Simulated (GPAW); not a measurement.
Crystal: CdS (Greenockite).

```
Cd S
1.0
     4.15000    0.00000    0.00000
    -2.07500    3.59401    0.00000
     0.00000    0.00000    6.73700
Cd S
2 2
Direct
  0.66667 0.33333 0.50000
  0.33333 0.66667 0.00000
  0.66667 0.33333 0.87500
  0.33333 0.66667 0.37500
```

* Program: GPAW 26.7.0
* Task: single point
* Functional: PBEsol
* Potentials or basis: PAW data sets generated in the run's folder for this functional
* Cutoff: 600 eV
* Basis: pw
* k mesh: 7 × 7 × 4
* Occupations: fermi-dirac, width 0.05 eV
* Spin: no spin polarisation

On this cell: pressure -1.2 GPa; largest force 0.065 eV/Å; band gap on the k mesh 1.04 eV, direct.

The same run follows on a disturbed copy (atoms moved at random, drawn with an rms of 0.05 Å):

```
CELL_PARAMETERS angstrom
4.15000 0.00000 0.00000
-2.07500 3.59401 0.00000
0.00000 0.00000 6.73700
ATOMIC_POSITIONS crystal
Cd 0.65238 0.33483 0.49822
Cd 0.33236 0.66383 0.00239
S 0.66257 0.33254 0.87277
S 0.33939 0.67049 0.37511
```

Problem. What changes?

Solution. The energy moves by +4.7 meV/atom; pressure -1.1 GPa; largest force 0.387 eV/Å; band gap on the k mesh 1.03 eV, direct.

Forces on the atoms (eV/Å):
```
Cd   0.365 -0.008  0.015
Cd  -0.068  0.034 -0.204
S    0.088 -0.026  0.150
S   -0.385  0.000  0.039
```

Stress tensor (GPa, compression positive):
```
-1.35 -0.80  0.35
-0.80 -1.36  0.02
 0.35  0.02 -0.55
```

